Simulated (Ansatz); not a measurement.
The elements of this relaxed trial crystal are hidden behind letters.

```
lattice vectors (Å)
  -1.9223    1.9223    8.1186
   1.9223   -1.9223    8.1186
   1.9223    1.9223   -8.1186
fractional positions
X 0.8334 0.8334 0.0000
X 0.1666 0.1666 0.0000
Z 0.5000 0.5000 0.0000
Q 0.0000 0.0000 0.0000
Q 0.6610 0.6610 0.0000
Q 0.3390 0.3390 0.0000
```

The calculation used Ansatz 0.2.0, DFT PBE, scalar-relativistic, plane waves, PAW. Plane waves to 420 eV, a 14×14×14 mesh through Γ for the 6-atom cell and 0.10 eV Gaussian smearing; no spin polarisation.

| Item | Value |
| --- | --- |
| Space group | I4/mmm (No. 139) |
| Conventional cell | a = 3.845 Å, c = 16.237 Å |
| Volume per atom | 20.00 Å³ |
| Density | 5.43 g/cm³ |
| Formation energy | +0.03 eV/atom |
| Gap on the 14×14×14 mesh of the 6-atom cell | 0 eV (a metal) |

Energies are uncorrected and count from the elements' standard states at the same level.

Question: X is a p-block element of period 5, Z is a p-block element of period 4 and Q is a p-block element of period 3. Which elements are they?

Answer: X = In, Z = Ga, Q = P, so the formula is In2GaP3. Density times volume gives a mean mass of 5.43 × 20.00/1.6605 = 65.4 u per atom, and this set has 65.4 u. In has 6 P at 2.71–2.80 Å; around Ga lie 6 P at 2.61–2.72 Å; around P on a site of symmetry 4/mmm lie 2 In at 2.71 Å and 4 Ga at 2.72 Å; 1 more site not described. Other sets within the hints have nearly the same mass, so mass alone doesn't settle it; this one was computed.

Symmetry constrained the relaxation, so the result can be a saddle point. Another cell of In2GaP3 relaxed alike, in P3m1, lies 0.30 eV/atom lower, so this cell isn't the stable form at this level.
